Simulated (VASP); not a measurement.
# CdSe (Fm-3m) in VASP: settings compared

The runs below take CdSe through single point, with PBE, BLYP+D3(BJ), r2SCAN.

All numbers are computed with VASP 6.6.1; they aren't measurements. Logs are shortened: lines on timing, memory, paths and dates and some standing lists are left out, and cuts for length are marked.

## 1. The crystal as given

Symmetry: Fm-3m, No. 225, cubic system. The conventional cell has a = 5.748 Å, b = 5.748 Å, c = 5.748 Å, α = 90.00°, β = 90.00°, γ = 90.00°. Around Cd (site symmetry m-3m) lie 6 Se at 2.87 Å. Around Se (site symmetry m-3m) lie 6 Cd at 2.87 Å.

Measurements of this composition are mostly on another form, of space group No. 186.

## 2. Single point, PBE

Contents of INCAR:

```
ALGO     = Fast           # electronic algorithm
EDIFF    = 1E-6           # SCF threshold, eV
ENCUT    = 520            # plane-wave cutoff, eV
GGA      = PE             # functional
ISIF     = 2              # what is computed and relaxed
ISMEAR   = -1             # smearing method
LASPH    = True           # aspherical terms in the spheres
LCHARG   = False          # write CHGCAR
LREAL    = False          # projectors in reciprocal space
LWAVE    = False          # write WAVECAR
NBANDS   = 16             # bands
NELM     = 60             # most SCF steps
PREC     = Accurate       # precision mode
SIGMA    = 0.05           # smearing width, eV
```

Contents of KPOINTS:

```
k-points
0
Gamma
  8 8 8
```

Contents of POSCAR:

```
CdSe
1.0
    0.0000000000      2.8739580000      2.8739580000
    2.8739580000      0.0000000000      2.8739580000
    2.8739580000      2.8739580000      0.0000000000
Cd Se
1 1
Direct
    0.0000000000      0.0000000000      0.0000000000
    0.5000000000      0.5000000000      0.5000000000
```

Potentials or basis: VASP PAW PBE potentials, release 64 (Cd, Se).

Command:

```
$ cat potpaw_PBE.64/Cd/POTCAR potpaw_PBE.64/Se/POTCAR > POTCAR
$ mpirun -np 1 vasp_std > vasp.out
```

OUTCAR:

```text
EDIFF = 1E-6
   ENCUT = 520
   GGA = PE
   ISIF = 2
   ISMEAR = -1
   LASPH = True
   LREAL = False
   NELM = 60
   PREC = Accurate

 ion  position               nearest neighbor table
   1  0.000  0.000  0.000-   2 2.87   2 2.87   2 2.87   2 2.87   2 2.87   2 2.87
   2  0.500  0.500  0.500-   1 2.87   1 2.87   1 2.87   1 2.87   1 2.87   1 2.87

  LATTYP: Found a face centered cubic cell.
 ALAT       =     5.7479160000

  Lattice vectors:

 A1 = (   0.0000000000,   2.8739580000,   2.8739580000)
 A2 = (   2.8739580000,   0.0000000000,   2.8739580000)
 A3 = (   2.8739580000,   2.8739580000,   0.0000000000)

Analysis of symmetry for initial positions (statically):
=====================================================================
 Subroutine PRICEL returns:
 Original cell was already a primitive cell.

 Routine SETGRP: Setting up the symmetry group for a
 face centered cubic supercell.

 Subroutine GETGRP returns: Found 48 space group operations
 (whereof 48 operations were pure point group operations)
 out of a pool of 48 trial point group operations.

The static configuration has the point symmetry O_h .

Analysis of symmetry for dynamics (positions and initial velocities):
=====================================================================
 Subroutine PRICEL returns:
 Original cell was already a primitive cell.

 Routine SETGRP: Setting up the symmetry group for a
 face centered cubic supercell.

 Subroutine GETGRP returns: Found 48 space group operations
 (whereof 48 operations were pure point group operations)
 out of a pool of 48 trial point group operations.

The dynamic configuration has the point symmetry O_h .

 Subroutine INISYM returns: Found 48 space group operations
 (whereof 48 operations are pure point group operations),
 and found     1 'primitive' translations

----------------------------------------------------------------------------------------

                                     Primitive cell

  volume of cell :      47.4757

  direct lattice vectors                    reciprocal lattice vectors
     0.000000000  2.873958000  2.873958000    -0.173976098  0.173976098  0.173976098
     2.873958000  0.000000000  2.873958000     0.173976098 -0.173976098  0.173976098
     2.873958000  2.873958000  0.000000000     0.173976098  0.173976098 -0.173976098

  length of vectors
     4.064390381  4.064390381  4.064390381     0.301335442  0.301335442  0.301335442

  position of ions in fractional coordinates (direct lattice)
     0.000000000  0.000000000  0.000000000
     0.500000000  0.500000000  0.500000000

  ion indices of the primitive-cell ions
   primitive index   ion index
                 1           1
                 2           2

----------------------------------------------------------------------------------------

 KPOINTS: k-points

Automatic generation of k-mesh.
 Grid dimensions read from file:
 generate k-points for:    8    8    8

 Generating k-lattice:

  Cartesian coordinates                     Fractional coordinates (reciprocal lattice)
    -0.021747012  0.021747012  0.021747012     0.125000000  0.000000000  0.000000000
     0.021747012 -0.021747012  0.021747012     0.000000000  0.125000000  0.000000000
     0.021747012  0.021747012 -0.021747012     0.000000000  0.000000000  0.125000000

  Length of vectors
     0.037666930  0.037666930  0.037666930

  Shift w.r.t. Gamma in fractional coordinates (k-lattice)
     0.000000000  0.000000000  0.000000000

 Subroutine IBZKPT returns following result:
 ===========================================

 Found     29 irreducible k-points:

 Following reciprocal coordinates:
            Coordinates               Weight
  0.000000  0.000000  0.000000      1.000000
  0.125000  0.000000  0.000000      8.000000
  0.250000  0.000000  0.000000      8.000000
  0.375000  0.000000  0.000000      8.000000
  0.500000  0.000000  0.000000      4.000000
  0.125000  0.125000  0.000000      6.000000
[... 16 lines left out ...]
  0.500000  0.250000  0.125000     48.000000
 -0.375000  0.250000  0.125000     24.000000
 [... further k-points ...]
   k-points           NKPTS =     29   k-points in BZ     NKDIM =     29   number of bands    NBANDS=     16
   number of dos      NEDOS =    301   number of ions     NIONS =      2
   total plane-waves  NPLWV =  27000
   dimension x,y,z NGX =    30 NGY =   30 NGZ =   30
   dimension x,y,z NGXF=    60 NGYF=   60 NGZF=   60
   ions per type =               1   1
   NGX,Y,Z   is equivalent  to a cutoff of  12.27, 12.27, 12.27 a.u.
   NGXF,Y,Z  is equivalent  to a cutoff of  24.54, 24.54, 24.54 a.u.
 SYSTEM =  unknown system
   PREC   = accura    normal or accurate (medium, high low for compatibility)
   ISTART =      0    job   : 0-new  1-cont  2-samecut
   ICHARG =      2    charge: 1-file 2-atom 10-const
   ISPIN  =      1    spin polarized calculation?
   LNONCOLLINEAR =      F non collinear calculations
   LSORBIT =      F    spin-orbit coupling
   LASPH  =      T    aspherical Exc in radial PAW
   ENCUT  =  520.0 eV  38.22 Ry    6.18 a.u.   7.56  7.56  7.56*2*pi/ulx,y,z
   NELM   =     60;   NELMIN=  2; NELMDL= -5     # of ELM steps
   EDIFF  = 0.1E-05   stopping-criterion for ELM
   LREAL  =      F    real-space projection
   EDIFFG = 0.1E-04   stopping-criterion for IOM
   NSW    =      0    number of steps for IOM
   IBRION =     -1    ionic relax: 0-MD 1-quasi-New 2-CG
   NFREE  =      0    steps in history (QN), initial steepest desc. (CG)
   ISIF   =      2    stress and relaxation
   ISYM   =      2    0-nonsym 1-usesym 2-fastsym
   POTIM  = 0.5000    time-step for ionic-motion
   TEBEG  =    0.0;   TEEND  =   0.0 temperature during run
   PSTRESS=    0.0 pullay stress
   NELECT =      18.0000    total number of electrons
   NUPDOWN=      -1.0000    fix difference up-down
   EMIN   =  10.00;   EMAX   =-10.00  energy-range for DOS
   EFERMI =   0.00;   METHOD = LEGACY
   ISMEAR =    -1;   SIGMA  =   0.05  broadening in eV -4-tet -1-fermi 0-gaus
   EFERMI_NEDOS =   21; number of points for ismear=-14 and -15
   IALGO  =     68    algorithm
   IMIX   =      4    mixing-type and parameters
     AMIX     =   0.40;   BMIX     =  1.00
     AMIX_MAG =   1.60;   BMIX_MAG =  1.00
  volume/ion in A,a.u.               =      23.74       160.19
  Fermi-wavevector in a.u.,A,eV,Ry     =   1.184882  2.239103 19.101849  1.403946
  Thomas-Fermi vector in A             =   2.321088
   LORBIT       =      0    0 simple, 1 ext, 2 COOP (PROOUT), +10 PAW based schemes
   GGA     = PE    functional components
   LHFCALC =     F    Hartree Fock is set to
   AEXX    =    0.0000 exact exchange contribution
   IVDW    =     0    specifies the selected vdW correction
   LEPSILON=     F    determine dielectric tensor
   LRPA    =     F    only Hartree local field effects (RPA)
 non-spin polarized calculation
 RMM-DIIS sequential band-by-band and
  energy-cutoff  :      520.00
  volume of cell :       47.48
 maximum number of plane-waves:      1303
   NGX = 15   NGY = 15   NGZ = 15

 number of electron      18.0000008 magnetization

 Free energy of the ion-electron system (eV)
  ---------------------------------------------------
  ext. energy  EPLUGINS =         0.00000000
  ---------------------------------------------------
  free energy    TOTEN  =        -5.20573616 eV

  energy without entropy =       -5.20298617  energy(sigma->0) =       -5.20436116

 E-fermi :   2.3570     XC(G=0):  -9.9997

 val. band max:        2.3435418073   @ k =   0.0000   0.0000   0.0000
 cond. band min:       2.6317443405   @ k =   0.3750   0.3750   0.0000
 fundamental gap:      0.2882025332
 Fermi energy:         2.3569778100

 k-point     1 :       0.0000    0.0000    0.0000
  band No.  band energies     occupation
      1     -10.6179      2.00000
      2      -5.6577      2.00000
      3      -5.6577      2.00000
      4      -5.6417      2.00000
      5      -5.6417      2.00000
      6      -5.6417      2.00000
[... 8 lines left out ...]
     15      12.0246      0.00000
     16      12.0246      0.00000

 k-point     2 :       0.1250    0.0000    0.0000
  band No.  band energies     occupation
      1     -10.5074      2.00000
      2      -5.6890      2.00000
      3      -5.6890      2.00000
      4      -5.6506      2.00000
      5      -5.6236      2.00000
      6      -5.6236      2.00000
[... 8 lines left out ...]
     15      11.6493      0.00000
     16      11.8522      0.00000

 k-point     3 :       0.2500    0.0000    0.0000
  band No.  band energies     occupation
      1     -10.2149      2.00000
      2      -5.7667      2.00000
      3      -5.7667      2.00000
      4      -5.6830      2.00000
      5      -5.5754      2.00000
      6      -5.5754      2.00000
[... 8 lines left out ...]
     15      12.4692      0.00000
     16      12.4692      0.00000

 k-point     4 :       0.3750    0.0000    0.0000
  band No.  band energies     occupation
      1      -9.8736      2.00000
      2      -5.8424      2.00000
      3      -5.8424      2.00000
      4      -5.7439      2.00000
      5      -5.5262      2.00000
      6      -5.5262      2.00000
[... 8 lines left out ...]
     15      13.8956      0.00000
     16      13.8956      0.00000
[... 324 lines left out ...]
 k-point    22 :       0.3750    0.2500    0.1250
  band No.  band energies     occupation
      1     -10.0496      2.00000
      2      -5.7747      2.00000
      3      -5.7138      2.00000
      4      -5.6805      2.00000
      5      -5.5610      2.00000
      6      -5.5175      2.00000
[... 8 lines left out ...]
     15      14.7004      0.00000
     16      14.9260      0.00000

 k-point    23 :       0.5000    0.2500    0.1250
  band No.  band energies     occupation
      1      -9.8233      2.00000
      2      -5.7878      2.00000
      3      -5.7157      2.00000
      4      -5.6766      2.00000
      5      -5.5197      2.00000
      6      -5.4613      2.00000
[... 8 lines left out ...]
     15      14.8872      0.00000
     16      15.4954      0.00000

 k-point    24 :      -0.3750    0.2500    0.1250
  band No.  band energies     occupation
      1      -9.7239      2.00000
      2      -5.8135      2.00000
      3      -5.6911      2.00000
      4      -5.6714      2.00000
      5      -5.4956      2.00000
      6      -5.4357      2.00000
[... 8 lines left out ...]
     15      13.3895      0.00000
     16      16.1662      0.00000

 [... further k-points ...]

------------------------ aborting loop because EDIFF is reached ----------------------------------------

  FORCE on cell =-STRESS in cart. coord.  units (eV):
  Direction    XX          YY          ZZ          XY          YZ          ZX
  --------------------------------------------------------------------------------------
  -------------------------------------------------------------------------------------
  Total        0.0050519      0.0050519      0.0050519     -0.0000000      0.0000000     -0.0000000
  in kB        0.1704886      0.1704886      0.1704886     -0.0000000      0.0000000     -0.0000000
  external PRESSURE =       0.1704886 kB  Pullay stress =       0.0000000 kB

 VOLUME and BASIS-vectors are now :
 -----------------------------------------------------------------------------
  energy-cutoff  :      520.00
  volume of cell :       47.48
      direct lattice vectors                 reciprocal lattice vectors
     0.000000000  2.873958000  2.873958000    -0.173976098  0.173976098  0.173976098
     2.873958000  0.000000000  2.873958000     0.173976098 -0.173976098  0.173976098
     2.873958000  2.873958000  0.000000000     0.173976098  0.173976098 -0.173976098

 POSITION                                       TOTAL-FORCE (eV/Angst)
 -----------------------------------------------------------------------------------
      0.00000      0.00000      0.00000        -0.000000      0.000000      0.000000
      2.87396      2.87396      2.87396         0.000000     -0.000000     -0.000000
 -----------------------------------------------------------------------------------
    total drift:                               -0.000000      0.000000      0.000000

  FREE ENERGIE OF THE ION-ELECTRON SYSTEM (eV)
  ---------------------------------------------------
  free  energy   TOTEN  =        -5.2057361622 eV

  energy  without entropy=       -5.2029861665  energy(sigma->0) =       -5.20436116
```

Wall time 21 s (1 thread of Intel Xeon Platinum 8375C at 2.90GHz (Ice Lake), shared host); peak memory 0.17 GiB.

Results:

```yaml
Free_energy: -5.2057 eV
Pressure: 0.0 GPa
Band_gap_on_the_k_mesh: none (metal or under the smearing width)
```

## 3. Single point, BLYP+D3(BJ) (volume scaled by 1.02)

Contents of INCAR:

```
  AGGAC = 1.0
  AGGAX = 1.0
  ALDAC = 0.0
  ALDAX = 1.0
  ALGO = Normal
  EDIFF = 1E-6
  ENCUT = 520
  GGA = B5
  ISIF = 2
  ISMEAR = 0
  IVDW = 12
  LASPH = T
  LCHARG = F
  LREAL = F
  LWAVE = F
  NBANDS = 16
  NELM = 60
  PREC = Accurate
  SIGMA = 0.01
  VDW_A1 = 0.4298
  VDW_A2 = 4.2359
  VDW_S6 = 1.0
  VDW_S8 = 2.6996
```

KPOINTS is that of step 2.

Contents of POSCAR:

```
CdSe
1.0
    0.0000000000      2.8929913891      2.8929913891
    2.8929913891      0.0000000000      2.8929913891
    2.8929913891      2.8929913891      0.0000000000
Cd Se
1 1
Direct
    0.0000000000      0.0000000000      0.0000000000
    0.5000000000      0.5000000000      0.5000000000
```

Potentials or basis: VASP PAW PBE potentials, release 64 (Cd, Se).

Command:

```
$ cat potpaw_PBE.64/Cd/POTCAR potpaw_PBE.64/Se/POTCAR > POTCAR
$ mpirun -np 1 vasp_std > vasp.out
```

It took 14 s on 1 thread of Intel Xeon 6975P-C (Granite Rapids), shared host; peak memory 0.18 GiB.

Results (log left out):

| Item | Value |
| --- | --- |
| Free energy | -5.8054 eV |
| Pressure | -3.1 GPa |
| Band gap on the k mesh | none (metal or under the smearing width) |
| Dispersion energy per atom | -0.863 eV |

Levels at points of the mesh, in eV from the Fermi level:
| k point | band 5 | band 6 | band 7 | band 8 | band 9 | band 10 | band 11 | band 12 | band 13 | band 14 |
| --- | --- | --- | --- | --- | --- | --- | --- | --- | --- | --- |
| (0.00, 0.00, 0.00) | -7.95 | -7.95 | -0.57 | -0.57 | -0.57 | 0.00 | 8.87 | 8.87 | 8.87 | 9.59 |
| (0.50, 0.00, 0.00) | -7.82 | -7.82 | -4.79 | -0.04 | -0.04 | 3.25 | 5.33 | 5.33 | 5.62 | 11.56 |
| (0.50, 0.50, 0.00) | -7.78 | -7.33 | -3.83 | -1.93 | -1.93 | -0.52 | 5.86 | 9.68 | 10.12 | 10.12 |

Caveat: the PAW data sets were made with another functional, which shifts forces and pressure a little; pairwise dispersion overbinds metals, which lowers pressure and volume.

## 4. Single point, BLYP+D3(BJ) (volume scaled by 0.94)

Contents of INCAR:

```
SYSTEM = CdSe
PREC     = Accurate       ! precision mode
ENCUT    = 520            ! plane-wave cutoff, eV
EDIFF    = 1E-6           ! SCF threshold, eV
ISMEAR   = 0              ! smearing method
SIGMA    = 0.01           ! smearing width, eV
LREAL    = .FALSE.        ! projectors in reciprocal space
LASPH    = .TRUE.         ! aspherical terms in the spheres
NELM     = 100            ! most SCF steps
ALGO     = Normal         ! electronic algorithm
ISIF     = 2              ! what is computed and relaxed
LWAVE    = .FALSE.        ! write WAVECAR
LCHARG   = .TRUE.         ! write CHGCAR
GGA      = B5             ! functional
ALDAX    = 1.0          
AGGAX    = 1.0          
AGGAC    = 1.0          
ALDAC    = 0.0          
IVDW     = 12             ! dispersion correction
VDW_S6   = 1.0          
VDW_S8   = 2.6996       
VDW_A1   = 0.4298       
VDW_A2   = 4.2359       
LELF     = .TRUE.         ! ELF
LVHAR    = .TRUE.       
NBANDS   = 16             ! bands
```

Contents of KPOINTS:

```
Automatic mesh
0
G
  8 8 8
  0 0 0
```

Contents of POSCAR:

```
CdSe
1.0
    0.0000000000      2.8152893338      2.8152893338
    2.8152893338      0.0000000000      2.8152893338
    2.8152893338      2.8152893338      0.0000000000
Cd Se
1 1
Direct
    0.0000000000      0.0000000000      0.0000000000
    0.5000000000      0.5000000000      0.5000000000
```

Command:

```
$ cat potpaw_PBE.64/Cd/POTCAR potpaw_PBE.64/Se/POTCAR > POTCAR
$ mpirun -np 1 vasp_std > vasp.out
```

Wall time 14 s (1 thread of Intel Xeon 6975P-C (Granite Rapids), shared host); peak memory 0.18 GiB.

The run converged. Its results:

| Quantity | Value |
| --- | --- |
| Free energy | -5.8216 eV |
| Pressure | 2.1 GPa |
| Band gap on the k mesh | none (metal or under the smearing width) |
| Dispersion energy per atom | -0.939 eV |

Levels at points of the mesh, in eV from the Fermi level:
| k point | band 5 | band 6 | band 7 | band 8 | band 9 | band 10 | band 11 | band 12 | band 13 | band 14 |
| --- | --- | --- | --- | --- | --- | --- | --- | --- | --- | --- |
| (0.00, 0.00, 0.00) | -8.12 | -8.12 | -0.70 | -0.70 | -0.70 | 0.33 | 8.93 | 8.93 | 8.93 | 10.03 |
| (0.50, 0.00, 0.00) | -7.96 | -7.96 | -5.21 | -0.03 | -0.03 | 3.22 | 5.32 | 5.32 | 6.25 | 11.90 |
| (0.50, 0.50, 0.00) | -7.90 | -7.31 | -4.35 | -2.23 | -2.23 | -0.53 | 5.74 | 10.29 | 10.72 | 10.72 |

Caveat: the PAW data sets were made with another functional, which shifts forces and pressure a little; pairwise dispersion overbinds metals, which lowers pressure and volume.

[end of part 1 of 2]
